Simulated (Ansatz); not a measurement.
InP:

```
In P
1.0
     0.00000    2.93050    2.93050
     2.93050    0.00000    2.93050
     2.93050    2.93050    0.00000
In P
1 1
Direct
  0.00000 0.00000 0.00000
  0.75000 0.75000 0.75000
```

Base run:

- Program: Ansatz 0.2.0
- Functional: LDA
- Potentials or basis: all-electron LAPW, scalar-relativistic
- Cutoff: 245 eV (chosen from the basis error)
- Basis error allowed: 0.001 eV/atom
- k mesh: 8 × 8 × 8
- Occupations: fermi-dirac, width 0.05 eV
- Spin: no spin polarisation

Its results: band gap on the k mesh 0.48 eV, direct; pressure -1.2 GPa.

The run is repeated on the same cell with these changes: functional from LDA to BLYP. What comes out?

Band gap on the k mesh 0.60 eV, direct; pressure 6.7 GPa.

BLYP binds less tightly than LDA, so the same cell stands under more pressure.

Caveats: spin-orbit coupling is left out, which moves the levels of the heavy elements.
